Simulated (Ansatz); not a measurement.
**HfO2: band gap under strain**

How does strain move the band edges of HfO2 (fluorite), and do the functionals agree on it? States: +2.0 % equal strain in all directions; +3.0 % equal strain in all directions; +4.0 % equal strain in all directions.

The runs shown are made with Ansatz 0.2.0. PAW datasets, plane waves. Calculated at 0 K for a non-magnetic cell.

## (1) Starting point

The unstrained cell was relaxed with r2SCAN; in each strained cell the atoms were relaxed again with r2SCAN. Names of k-points are those of the unstrained zone, where strain can split equivalent points. First state: +2.0 % equal strain in all directions.

The symmetry is Fm-3m (No. 225, cubic); conventional cell a = 5.160 Å, 11.45 Å³ an atom. Near Hf stand 8 O at 2.23 Å; near O stand 4 Hf at 2.23 Å.

As a file:

```cif
data_structure
_symmetry_space_group_name_H-M 'P 1'
_symmetry_Int_Tables_number 1
_cell_length_a 3.6483
_cell_length_b 3.6483
_cell_length_c 3.6483
_cell_angle_alpha 60.000
_cell_angle_beta 60.000
_cell_angle_gamma 60.000
_cell_volume 34.34
loop_
_atom_site_label
_atom_site_type_symbol
_atom_site_fract_x
_atom_site_fract_y
_atom_site_fract_z
_atom_site_occupancy
Hf1 Hf 0.00000 0.00000 0.00000 1
O1 O 0.25000 0.25000 0.25000 1
O2 O 0.75000 0.75000 0.75000 1
```

From earlier runs on the unstrained cell: PBE 3.80 eV, r2SCAN 4.30 eV, HSE06 5.41 eV, r2SCAN+SOC 4.31 eV, G0W0 5.17 eV (on its mesh); a = 5.058 Å.

## (2) +2.0 % equal strain in all directions: PBE

Contents of input.yaml:

```yaml
crystal:
  lattice:
    - [0.0, 2.5797659657, 2.5797659657]
    - [2.5797659657, 0.0, 2.5797659657]
    - [2.5797659657, 2.5797659657, 0.0]
  atoms:
    - { symbol: Hf, position: [0.0, 0.0, 0.0] }
    - { symbol: O, position: [0.25, 0.25, 0.25] }
    - { symbol: O, position: [0.75, 0.75, 0.75] }
kpoints:
  mp_grid: { grid: [8, 8, 8] }
  band_path:
    path:
      - [0.0, 0.0, 0.0]
      - [0.5, 0.0, 0.5]
      - [0.625, 0.25, 0.625]
      - [0.375, 0.375, 0.75]
      - [0.5, 0.5, 0.5]
      - [0.5, 0.25, 0.75]
      - [0.0, 0.5, 0.5]
    npoints: 1
hamiltonian:
  xc: pbe
scf:
  occupations: { method: fermi_dirac, width: 0.02 }
  n_extra_bands: 4
output:
  forces: true
  stress: true
  eigenvalues: true
  write_density: true
  write_potential: true
  elf: true
  volumetric_format: npy
```

Started as:

```console
$ ansatz run input.yaml --threads 2 --pin off --max-ram 29491MiB --backend cpu --events-out ev --progress --plain --runs-dir out
```

After this run come: +2.0 % equal strain in all directions: r2SCAN; +2.0 % equal strain in all directions: HSE06; +2.0 % equal strain in all directions: r2SCAN+SOC; +2.0 % equal strain in all directions: r2SCAN; +2.0 % equal strain in all directions: G0W0@PBE; +3.0 % equal strain in all directions: PBE; +3.0 % equal strain in all directions: r2SCAN; +3.0 % equal strain in all directions: HSE06; +3.0 % equal strain in all directions: r2SCAN+SOC; +3.0 % equal strain in all directions: r2SCAN; +3.0 % equal strain in all directions: G0W0@PBE; +4.0 % equal strain in all directions: PBE; +4.0 % equal strain in all directions: r2SCAN; +4.0 % equal strain in all directions: HSE06; +4.0 % equal strain in all directions: r2SCAN+SOC; +4.0 % equal strain in all directions: r2SCAN; +4.0 % equal strain in all directions: G0W0@PBE.

What does the calculation give?

As calculated:

Least gap in eV (negative: overlap), with the change from the unstrained cell in brackets. G0W0 is on its own coarse mesh.

| state | volume change (%) | PBE | r2SCAN | HSE06 | G0W0 |
| --- | --- | --- | --- | --- | --- |
| +2.0 % equal strain in all directions | +6.1 | 3.66 (-0.14) | 4.14 (-0.16) | 5.23 (-0.18) | 4.97 (-0.20) |
| +3.0 % equal strain in all directions | +9.3 | 3.58 (-0.22) | 4.06 (-0.24) | 5.15 (-0.26) | 4.87 (-0.30) |
| +4.0 % equal strain in all directions | +12.5 | 3.51 (-0.29) | 3.97 (-0.33) | 5.06 (-0.35) | 4.77 (-0.40) |

In words: With HSE06, of the states in the table +4.0 % equal strain in all directions shifts the gap most, by -0.354 eV. PBE and HSE06 differ by 1.61 eV on the unstrained gap, and by at most 0.06 eV on its change: PBE follows the response to strain far better than the gap itself. Spin-orbit coupling is left out of the table, though the cell holds Hf (Z = 72); in an element this heavy it can shift bands and gaps by tenths of an eV. No extrapolation in bands, cutoff or mesh was made for G0W0.
